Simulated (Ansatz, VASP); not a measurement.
Mg3Se in VASP and in Ansatz

```xyz
4
Lattice="4.4901 0.0000 0.0000 0.0000 4.4901 0.0000 0.0000 0.0000 4.4062" Properties=species:S:1:pos:R:3 pbc="T T T"
Mg    0.0000    2.2450    0.0000
Mg    2.2450    0.0000    0.0000
Mg    2.2450    2.2450    2.2031
Se    0.0000    0.0000    2.2031
```

Change from the starting cell: species swapped into the YMg3 type (P4/mmm, No. 123).

Alike in both runs: functional PBE; k mesh 4 × 4 × 4; occupations gaussian, width 0.1 eV; no spin polarisation.

Ansatz relaxed the structure, and its values are those at the end. VASP's run is a single point on that final structure, the one shown.

```csv
,VASP,Ansatz
version,VASP 6.6.1,Ansatz 0.2.0
potentials or method,"VASP PAW PBE potentials, release 64 (Mg, Se)","scalar-relativistic, plane waves, PAW"
plane-wave cutoff (eV),520,420
valence electrons in the cell,12,46
```

Ansatz gave:

```
gap on the k mesh at the Fermi level (eV) : none
pressure (GPa)                            : -0.1
```

What did VASP give for the same quantities?

gap on the k mesh at the Fermi level (eV): none; pressure (GPa): -0.2.

A gap of «none» marks a metal or a gap that the smearing closes. The functional is the same, so the differences come from potentials, cutoffs and numerics. The two sets of potentials don't hold the same shells in valence.
